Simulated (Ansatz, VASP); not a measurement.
**AlGa3N4: VASP beside Ansatz**

```
CELL_PARAMETERS angstrom
4.46763 0.00000 0.00000
0.00000 4.46763 0.00000
0.00000 0.00000 4.46763
ATOMIC_POSITIONS crystal
Al 0.00000 0.00000 0.00000
Ga 0.50000 0.50000 0.00000
Ga 0.50000 0.00000 0.50000
Ga 0.00000 0.50000 0.50000
N 0.75503 0.75503 0.24497
N 0.75503 0.24497 0.75503
N 0.24497 0.75503 0.75503
N 0.24497 0.24497 0.24497
```

Alike in both runs: functional PBEsol; k mesh 6 × 6 × 6; occupations gaussian, width 0.02 eV; no spin polarisation.

Ansatz relaxed the structure, and its values are those at the end. VASP's run is a single point on that final structure, the one shown.

|  | VASP | Ansatz |
| --- | --- | --- |
| version | VASP 6.6.1 | Ansatz 0.2.0 |
| potentials or method | VASP PAW PBE potentials, release 64 (Al, Ga_d, N) | scalar-relativistic, plane waves, PAW |
| plane-wave cutoff (eV) | 520 | 420 |
| valence electrons in the cell | 62 | 62 |

```tsv
	VASP	Ansatz	Ansatz less VASP
gap on the k mesh at the Fermi level (eV)	2.31	2.29	-0.020
least direct gap on the mesh (eV)	2.31	2.29	-0.020
pressure (GPa)	-0.2	0.0	+0.16
rms of the force components (eV/Å)	0.003	0.000	-0.0035
```

With one functional, cell and mesh, what is left measures potentials, basis and numerics.

Caveats: the PAW data sets were made with another functional, which shifts forces and pressure a little (VASP). PBEsol gaps usually lie below the measured ones, often by a third to a half.
